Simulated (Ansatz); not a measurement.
MgSi in Ansatz: the effect of functional

The system is MgSi.

```
Si Mg
1.0
     2.96544    0.00000    0.00000
     0.00000    2.96544    0.00000
     0.00000    0.00000    4.18391
Si Mg
1 1
Direct
  0.50000 0.50000 0.50000
  0.00000 0.00000 0.00000
```

The cell comes from a database or a generator and needn't be the stable form of this composition.

The cell isn't the ideal one: volume scaled by 1.06.

Alike in all runs:

| Item | Value |
| --- | --- |
| Program | Ansatz 0.2.0 |
| Task | single point |
| Potentials or basis | Ansatz PAW |
| k mesh | 9 × 9 × 7 |
| Occupations | fermi-dirac, width 0.05 eV |
| Spin | no spin polarisation |

```csv
functional,cutoff,pressure (GPa)
LDA,420 eV (not typed: the program's choice for these potentials),?
PBEsol,420 eV (not typed: the program's choice for these potentials),-4.6
r2SCAN,500 eV (not typed: the program's choice for these potentials),-4.4
```

**Question.** What does the run with functional LDA give?

**Answer.** Pressure -6.0 GPa.

Caveats: the PAW data sets come from PBE, with cores solved anew for the run's functional, which leaves a small shift of forces and pressure.

Runs at the PBE level aren't shown here.
